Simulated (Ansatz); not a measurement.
Input of an Ansatz 0.2.0 run:

The input input.yaml:

```yaml
crystal:
  lattice:
    - [-1.726539, 1.775547, 2.338342]
    - [1.726539, -1.775547, 2.338342]
    - [1.726539, 1.775547, -2.338342]
  atoms:
    - { symbol: Sn, position: [0.0, 0.0, 0.0] }
kpoints:
  mp_grid: { grid: [11, 11, 11] }
scf:
  occupations: { method: fermi_dirac, width: 0.05 }
hamiltonian:
  xc: rpbe
  pseudopotentials: { kind: all_electron, lapw: { basis_error: 0.001 } }
output:
  forces: true
  stress: true
relax:
  f_tol: 0.005
  max_steps: 60
  cell: {}
```

Potentials or basis: all-electron LAPW, scalar-relativistic.

The run is started by

```bash
$ ansatz run input.yaml --threads 1 --pin off --max-ram 3072MiB --backend cpu --events-out ev --progress --plain --runs-dir out
```

(1) Predict the space group after relaxing (to 0.05 Å).

(2) Estimate the relaxed cell.

(3) Estimate the relaxed volume.

Answers

(1) I4/mmm (No. 139).

(2) a = 3.426 Å, b = 3.426 Å, c = 3.426 Å, α = 118.91°, β = 118.91°, γ = 91.90°.

(3) 28.89 Å³/atom.
